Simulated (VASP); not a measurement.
The system is TiSe2.

```
Ti Se
1.0
     3.48353    0.00000    0.00000
    -1.74177    3.01683    0.00000
     0.00000    0.00000    5.85705
Ti Se
1 2
Direct
  0.00000 0.00000 0.00000
  0.33333 0.66667 0.26520
  0.66667 0.33333 0.73480
```

Base run:

```yaml
Program: VASP 6.6.1
Functional: PBE
Potentials_or_basis: VASP PAW PBE potentials, release 64 (Ti_sv, Se)
Cutoff: 520 eV
k_mesh: 12 × 12 × 6
Occupations: methfessel-paxton, width 0.1 eV
Spin: no spin polarisation
```

Its results: pressure 3.6 GPa; largest force 0.011 eV/Å.

**Question.** The run is repeated on the same cell with these changes: functional from PBE to LDA; potentials or basis from VASP PAW PBE potentials, release 64 (Ti_sv, Se) to VASP PAW LDA potentials, release 64 (Ti_sv, Se). What comes out?

**Answer.** Pressure -3.0 GPa; largest force 0.310 eV/Å.
